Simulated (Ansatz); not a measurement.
# HgTe: response to strain

Aim: deform HgTe (zz strain of +2 %) and compute stress, forces and field gradients with LAPW, PAW and all-electron datasets made for the crystal.

Program: Ansatz 0.2.0. Level of theory: DFT PBEsol, scalar-relativistic. These are calculated values, not measurements.

## 1. Starting point

It takes space group F-43m (No. 216, cubic). Conventional cell: a = 6.447 Å, b = 6.447 Å, c = 6.447 Å, α = 90.00°, β = 90.00°, γ = 90.00°. Hg (site symmetry -43m) is surrounded by 4 Te at 2.79 Å. Te (site symmetry -43m) is surrounded by 4 Hg at 2.79 Å.

As a file:

```
CELL_PARAMETERS angstrom
0.00000 3.22350 3.22350
3.22350 0.00000 3.22350
3.22350 3.22350 0.00000
ATOMIC_POSITIONS crystal
Hg 0.00000 0.00000 0.00000
Te 0.75000 0.75000 0.75000
```

Atoms are numbered in the order of the input: Hg1, Te2.

## 2. The deformed structure

Space group F-43m before, I-4m2 after.

## 3. Full-potential LAPW

input.yaml

```yaml
crystal:
  lattice:
    - [0.0, 3.2235, 3.28797]
    - [3.2235, 0.0, 3.28797]
    - [3.2235, 3.2235, 0.0]
  atoms:
    - { symbol: Hg, position: [0.0, 0.0, 0.0] }
    - { symbol: Te, position: [0.75, 0.75, 0.75] }
kpoints:
  mp_grid: { grid: [9, 9, 9] }
  band_path:
    path:
      - [0.0, 0.0, 0.0]
      - [0.5, 0.0, 0.5]
      - [0.75, 0.25, 0.5]
      - [0.5, 0.5, 0.5]
      - [0.0, 0.0, 0.0]
      - [0.5, 0.5, 0.0]
      - [0.6298539023, 0.6298539023, 0.2597078047]
      - [0.3701460977, 0.3701460977, 0.7402921953]
      - [0.0, 0.0, 0.0]
    npoints: 5
scf:
  occupations: { method: fermi_dirac, width: 0.05 }
hamiltonian:
  xc: pbesol
  pseudopotentials: { kind: all_electron, lapw: { basis_error: 0.0005 } }
output:
  forces: true
  stress: true
  eigenvalues: true
```

Launch:

```bash
$ ansatz run input.yaml --threads 1 --pin off --max-ram 3072MiB --backend cpu --events-out ev --progress --plain --runs-dir out
```

## 4. PAW with frozen cores

input.yaml

```yaml
crystal:
  lattice:
    - [0.0, 3.2235, 3.28797]
    - [3.2235, 0.0, 3.28797]
    - [3.2235, 3.2235, 0.0]
  atoms:
    - { symbol: Hg, position: [0.0, 0.0, 0.0] }
    - { symbol: Te, position: [0.75, 0.75, 0.75] }
kpoints:
  mp_grid: { grid: [9, 9, 9] }
scf:
  occupations: { method: fermi_dirac, width: 0.05 }
hamiltonian:
  xc: pbesol
  pseudopotentials: { kind: paw }
output:
  forces: true
  stress: true
  eigenvalues: true
  efg: { contact_densities: true }
  write_density: true
  write_potential: true
  elf: true
  volumetric_format: npy
```

## 5. Datasets made for this crystal

input.yaml: that of step 4 with these lines changed.

```diff
@@ -14,3 +14,3 @@
   xc: pbesol
-  pseudopotentials: { kind: paw }
+  pseudopotentials: { kind: all_electron, datasets: crystal }
 output:
@@ -20,5 +20 @@
   efg: { contact_densities: true }
-  write_density: true
-  write_potential: true
-  elf: true
-  volumetric_format: npy
```

(Steps that only read results are left out.)

Q: Predict the outcome of this session. Wanted: pressure; largest shear or deviatoric stress.

The runs gave:

| quantity | value |
| --- | --- |
| pressure | LAPW 0.40, PAW 0.39, crystal datasets 0.40 GPa |
| largest shear or deviatoric stress (LAPW) | 0.21 GPa |

What this shows: The largest part of the stress beyond the pressure is 0.21 GPa in size, in the zz component; the atoms are carried along and not relaxed. No run of the undeformed cell stands beside it, so the pressure holds what the given cell had before the change. PAW: stress within 0.01 GPa of LAPW. Crystal datasets: stress within 0.01 GPa of LAPW. Spin-orbit coupling is left out, though the cell holds Hg; in elements this heavy it can shift bands and gaps by tenths of an eV.
